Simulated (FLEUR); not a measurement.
## Eu under changes of volume

One of the cells (48.859 Å³/atom); the others are scaled copies at fixed shape and fractional positions:

```
CELL_PARAMETERS angstrom
-2.30300 2.30300 2.30300
2.30300 -2.30300 2.30300
2.30300 2.30300 -2.30300
ATOMIC_POSITIONS crystal
Eu 0.00000 0.00000 0.00000
```

```yaml
Program: FLEUR MaX-R8.1 (later development tree)
Functional: RPBE
Potentials_or_basis: all-electron
Basis: FLAPW
Kmax: 4.1 1/bohr
k_mesh: 8 × 8 × 8
Occupations: fermi-dirac, width 0.05 eV
Spin: collinear spin, ferromagnetic start
Starting_moments: "[7.0] μB"
```

```tsv
volume (Å³/atom)	energy over the lowest point (meV/atom)	moment (μB per cell)
45.927	0.20	7.42
46.904	0.00	7.44
48.859	?	?
50.813	12.18	7.47
51.790	18.06	7.47
```

Q: What does the run at 48.859 Å³/atom give?

A: Energy over the lowest point 3.64 meV/atom; moment 7.46 μB per cell.

Worked out: A Birch-Murnaghan fit of order 2 (a polynomial in V^(-2/3)) to the other rows has its minimum at 46.59 Å³/atom with B0 = V·E''(V) = 11.9 GPa. It gives 3.69 meV/atom at 48.859 Å³/atom, against the run's 3.64. A straight line through the other rows of the moment, of slope 0.00827 μB per Å³/atom, gives 7.45 μB, against the run's 7.46.

Energies are extrapolated to zero smearing.
